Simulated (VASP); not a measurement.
Wanted: the native input for a VASP 6.6.1 run.

```yaml
Task: relaxation of cell and atoms
Functional: PBEsol
Potentials_or_basis: VASP PAW PBE potentials, release 64 (Mo_sv, S)
Cutoff: 600 eV
k_mesh: 10 × 10 × 3
Occupations: fermi-dirac, width 0.05 eV
Spin: no spin polarisation
Further_INCAR_settings: ALGO = Fast; EDIFF = 1e-07; IBRION = 2; EDIFFG = -0.02; NSW = 60; ISIF = 3
```

The structure of MoS2 lies in POSCAR:

```
MoS2
1.0
    3.1690000000      0.0000000000      0.0000000000
   -1.5845000000      2.7444345046      0.0000000000
    0.0000000000      0.0000000000     12.3240000000
Mo S
2 4
Direct
    0.6666666667      0.3333333333      0.7500000000
    0.3333333333      0.6666666667      0.2500000000
    0.6666666667      0.3333333333      0.3770000000
    0.3333333333      0.6666666667      0.8770000000
    0.6666666667      0.3333333333      0.1230000000
    0.3333333333      0.6666666667      0.6230000000
```

These files were run (other wordings do the same):

INCAR

```
ALGO = Fast
EDIFF = 1E-7
EDIFFG = -0.02
ENCUT = 600
GGA = PS
IBRION = 2
ISIF = 3
ISMEAR = -1
LASPH = T
LCHARG = F
LREAL = F
LWAVE = F
NELM = 60
NSW = 60
PREC = Accurate
SIGMA = 0.05
```

KPOINTS

```
k-points
0
Gamma
  10 10 3
```

Potentials or basis: VASP PAW PBE potentials, release 64 (Mo_sv, S).

Launch:

```sh
$ cat potpaw_PBE.64/Mo_sv/POTCAR potpaw_PBE.64/S/POTCAR > POTCAR
$ mpirun -np 1 vasp_std > vasp.out
```

Results of the run:

The relaxed volume is 17.88 Å³/atom, the relaxed cell is a = 3.142 Å, b = 3.142 Å, c = 12.545 Å, α = 90.00°, β = 90.00°, γ = 120.00° and the space group after relaxing (to 0.05 Å) is P6_3/mmc (No. 194). The energy gained by relaxing is 4.4 meV/atom. The ionic steps are 18, the pressure after relaxing is 0.0 GPa and the largest force after relaxing is 0.006 eV/Å. The band gap on the k mesh is 1.02 eV, indirect (least direct gap 1.96 eV).

Caveat: the PAW data sets were made with another functional, which shifts forces and pressure a little; an odd mesh through Γ misses points on the zone boundary, where band edges often lie; this functional lacks dispersion, which binds the layers, so the pressure and a relaxed spacing across them are unreliable.

Run time: 12 min on 1 thread of Intel(R) Xeon(R) 6975P-C (Granite Rapids), with other jobs on the host, peak memory 0.33 GiB.
